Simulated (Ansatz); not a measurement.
# GaSb: band structure with PBEsol

**Measured values to compare with.**

A printed reference work, data compilation reports, for a bulk crystal of GaSb at 4.2 K: band gap 0.811 eV (direct).

The system is GaSb.

```
CELL_PARAMETERS angstrom
0.00000 3.05900 3.05900
3.05900 0.00000 3.05900
3.05900 3.05900 0.00000
ATOMIC_POSITIONS crystal
Sb 0.75000 0.75000 0.75000
Ga 0.00000 0.00000 0.00000
```

| Property | Result |
| --- | --- |
| Program | Ansatz 0.2.0 |
| Task | band structure |
| Functional | PBEsol |
| Potentials or basis | Ansatz PAW |
| Cutoff | 420 eV (not typed: the program's choice for these potentials) |
| k mesh | 6 × 6 × 6 |
| Occupations | fermi-dirac, width 0.05 eV |
| Spin | spin-orbit coupling, no magnetisation |
| Path | [["G", "X", "W", "K", "G", "L", "U", "W", "L", "K"], ["U", "X"]] |
| Points for each segment of the path | 14 |

| Property | Result |
| --- | --- |
| Pressure | 0.0 GPa |
| Band gap on the k mesh | none (metal or under the smearing width) |

Levels at the corners of the path, in eV from the Fermi level:
```
point  band 25  band 26  band 27  band 28  band 29  band 30  band 31  band 32
    Γ    -0.22    -0.22     0.02     0.02     0.02     0.02     2.41     2.41
    X    -2.93    -2.93    -2.67    -2.67     0.64     0.64     0.96     0.96
    W    -3.78    -3.45    -3.35    -3.33     3.23     3.62     4.03     4.08
    K    -3.96    -3.76    -2.42    -2.39     1.12     1.15     3.54     3.68
    Γ    -0.22    -0.22     0.02     0.02     0.02     0.02     2.41     2.41
    L    -1.58    -1.58    -1.17    -1.17     0.14     0.14     3.46     3.46
    U    -3.96    -3.76    -2.42    -2.39     1.12     1.15     3.54     3.68
    W    -3.78    -3.45    -3.35    -3.33     3.23     3.62     4.03     4.08
    L    -1.58    -1.58    -1.17    -1.17     0.14     0.14     3.46     3.46
    K    -3.96    -3.76    -2.42    -2.39     1.12     1.15     3.54     3.68
    U    -3.96    -3.76    -2.42    -2.39     1.12     1.15     3.54     3.68
    X    -2.93    -2.93    -2.67    -2.67     0.64     0.64     0.96     0.96
```

Run time: 35 s on 2 threads of Intel(R) Xeon(R) Processor @ 2.70GHz (shared host), peak memory 0.63 GiB.

A measured gap of GaSb is 0.811 eV (direct; 4.2 K; a printed reference work, data compilation); the calculated 0.00 eV misses it by -0.81 eV. The value is that of PBEsol on a finite k mesh, which can miss the band edges, without temperature or zero-point motion. Semilocal functionals fall short of measured gaps as a rule.

Caveat: the PAW data sets come from PBE, with cores solved anew for the run's functional, which leaves a small shift of forces and pressure; this crystal is a semiconductor, whose small gap the functional closes, so the metal is an error of the method.
